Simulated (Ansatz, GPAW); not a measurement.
Given: the input of a run of Ansatz 0.2.0 on Mg (Magnesium). 

The input input.yaml:

```yaml
crystal:
  lattice:
    - [3.2093, 0.0, 0.0]
    - [-1.60465, 2.7793353284, 0.0]
    - [0.0, 0.0, 5.2103]
  atoms:
    - { symbol: Mg, position: [0.6666666667, 0.3333333333, 0.75] }
    - { symbol: Mg, position: [0.3333333333, 0.6666666667, 0.25] }
hamiltonian:
  xc: pbe
  pseudopotentials: { kind: paw }
kpoints:
  mp_grid: { grid: [10, 10, 5] }
scf:
  occupations: { method: gaussian, width: 0.025 }
output:
  forces: true
  stress: true
  eigenvalues: true
```

Potentials or basis: Ansatz PAW.

Run with:

```sh
$ ansatz run input.yaml --threads 2 --pin off --max-ram 5632MiB --backend cpu --events-out ev --progress --plain --runs-dir out
```

Problem. Translate it to GPAW 26.7.0 (ASE script). Potentials or basis there: GPAW PAW data sets (gpaw-data 1.2.1), cutoff 800 eV.

Solution. As run (cutoffs and basis follow the program's own potentials, and thresholds, step limits or extra output files can differ):

File run.py:

```python
from ase.dft.bandgap import bandgap
from ase.io import read, write
from ase.units import GPa
from gpaw import GPAW, PW

atoms = read('Mg.xyz')

calc = GPAW(mode=PW(800),
            xc='PBE',
            kpts={'size': (10, 10, 5), 'gamma': True},
            occupations={'name': 'methfessel-paxton', 'order': 0, 'width': 0.025},
            nbands=19,
            convergence={'density': 1e-05, 'energy': 1e-05},
            maxiter=150,
            txt='gpaw.txt')
atoms.calc = calc
energy = atoms.get_potential_energy()
forces = atoms.get_forces()
stress = atoms.get_stress()
calc.write('gs.gpw')
write('result.traj', atoms)
print(f'Energy: {energy:.6f} eV')
print('Forces (eV/A):')
print(forces.round(4))
print('Stress (GPa):', (stress / GPa).round(3))
print('Fermi level:', round(calc.get_fermi_level(), 4), 'eV')
print(f'Gap: {bandgap(calc)[0]:.4f} eV, direct: {bandgap(calc, direct=True)[0]:.4f} eV')
```

Mg.xyz

```xyz
2
Lattice="3.2093000000 0.0000000000 0.0000000000 -1.6046500000 2.7793353284 0.0000000000 0.0000000000 0.0000000000 5.2103000000" Properties=species:S:1:pos:R:3 pbc="T T T"
Mg     1.6046500002      0.9264451094      3.9077250000
Mg    -0.0000000002      1.8528902190      1.3025750000
```

Potentials or basis: GPAW PAW data sets (gpaw-data 1.2.1), pw.

Launch:

```sh
$ OMP_NUM_THREADS=1 python run.py
```

Both were run:

|  | Ansatz | GPAW |
| --- | --- | --- |
| Pressure | -0.4 GPa | -0.5 GPa |

Ansatz's pressure holds a Pulay term of +0.00 GPa for its cutoff of 420 eV, which the other run lacks.

Where Ansatz's input types no cutoff or centring, it takes its own default and a Γ-centred mesh.

Pressure is positive in compression.
